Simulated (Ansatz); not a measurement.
# V under changes of volume

One of the cells (13.872 Å³/atom); the others are scaled copies at fixed shape and fractional positions:

```
V
1.0
     2.60429    0.00000    0.00000
    -1.30215    2.25538    0.00000
     0.00000    0.00000    4.72334
V
2
Cartesian
  0.0000 1.5036 1.1808
  1.3021 0.7518 3.5425
```

This isn't the form of V at room conditions, which is bcc.

| Property | Result |
| --- | --- |
| Program | Ansatz 0.2.0 |
| Functional | PBE |
| Potentials or basis | all-electron LAPW, scalar-relativistic |
| Cutoff | 283 eV (chosen from the basis error) |
| Basis error allowed | 0.0005 eV/atom |
| k mesh | 12 × 12 × 6 |
| Occupations | fermi-dirac, width 0.05 eV |
| Spin | collinear spin, ferromagnetic start |
| Starting moments | [2.0, 2.0] μB |

| volume (Å³/atom) | energy over the lowest point (meV/atom) | pressure (GPa) |
| --- | --- | --- |
| 13.039 | 25.58 | 11.4 |
| 13.317 | ? | ? |
| 13.594 | 1.75 | 3.0 |
| 13.872 | 0.00 | -0.6 |
| 14.149 | 4.17 | -3.8 |
| 14.427 | 13.70 | -6.8 |
| 14.704 | 28.08 | -9.4 |

Q: What does the run at 13.317 Å³/atom give?

A: Energy over the lowest point 10.05 meV/atom; pressure 7.0 GPa.

Worked out: A Birch-Murnaghan fit of order 3 (a polynomial in V^(-2/3)) to the other rows has its minimum at 13.81 Å³/atom with B0 = V·E''(V) = 174 GPa and B' = 3.9 at fixed shape and positions, which overstates the stiffness. It gives 10.03 meV/atom at 13.317 Å³/atom, against the run's 10.05, and -dE/dV = 6.8 GPa, against 7.0.

Energies are extrapolated to zero smearing.

Caveats: the starting moments weren't kept.
